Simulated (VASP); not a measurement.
Write the native input for VASP 6.6.1 that does the following.

| Quantity | Value |
| --- | --- |
| Task | relaxation of cell and atoms |
| Functional | PBE |
| Potentials or basis | VASP PAW PBE potentials, release 64 (Se) |
| Cutoff | 600 eV |
| k mesh | 6 × 6 × 4 |
| Occupations | gaussian, width 0.1 eV |
| Spin | no spin polarisation |
| Dipole correction | no |
| Further INCAR settings | ALGO = Normal; EDIFF = 1e-06; IBRION = 2; EDIFFG = -0.04; NSW = 90; ISIF = 3 |

The structure of Se lies in POSCAR:

```
Se
1.0
    1.5698768430     -4.5705778078      0.0000000000
    1.5698768430      4.5705778078      0.0000000000
   -0.1333203436      0.0000000000      3.7798843064
Se
2
Direct
    0.8690000000      0.1310000000      0.2500000000
    0.1310000000      0.8690000000      0.7500000000
```

The cell was built by a generator and needn't be a form met in nature.

The input as run:

INCAR

```
SYSTEM = Se
ALGO     = Normal         ! electronic algorithm
EDIFF    = 1E-6           ! SCF threshold, eV
EDIFFG   = -0.04          ! ionic threshold
ENCUT    = 600            ! plane-wave cutoff, eV
GGA      = PE             ! functional
IBRION   = 2              ! ionic algorithm
ISIF     = 3              ! what is computed and relaxed
ISMEAR   = 0              ! smearing method
LASPH    = .TRUE.         ! aspherical terms in the spheres
LCHARG   = .FALSE.        ! write CHGCAR
LREAL    = .FALSE.        ! projectors in reciprocal space
LWAVE    = .FALSE.        ! write WAVECAR
NELM     = 100            ! most SCF steps
NSW      = 90             ! ionic steps
PREC     = Accurate       ! precision mode
SIGMA    = 0.1            ! smearing width, eV
```

KPOINTS

```
k-points
0
G
  6 6 4
  0 0 0
```

Potentials or basis: VASP PAW PBE potentials, release 64 (Se).

Launch:

```console
$ cat potpaw_PBE.64/Se/POTCAR > POTCAR
$ mpirun -np 1 vasp_std > vasp.out
```

Results of the run:

The relaxed volume is 22.48 Å³/atom, the relaxed cell is a = 4.313 Å, b = 4.313 Å, c = 3.750 Å, α = 89.88°, β = 89.88°, γ = 139.86° and the space group after relaxing (to 0.05 Å) is Cmcm (No. 63). The energy gained by relaxing is 285.4 meV/atom and the ionic steps are 12. The pressure after relaxing is 0.1 GPa, the largest force after relaxing is 0.012 eV/Å and the band gap on the k mesh is none (metal or under the smearing width).

Caveat: the k mesh is coarse (spacing up to 0.42 Å⁻¹), so the values aren't converged; the volume moved by over 15 % at a fixed basis, so the end points are rough.

It took 2.1 min on 1 thread of Intel(R) Xeon(R) Platinum 8488C (Sapphire Rapids), with other jobs on the host, peak memory 0.23 GiB.
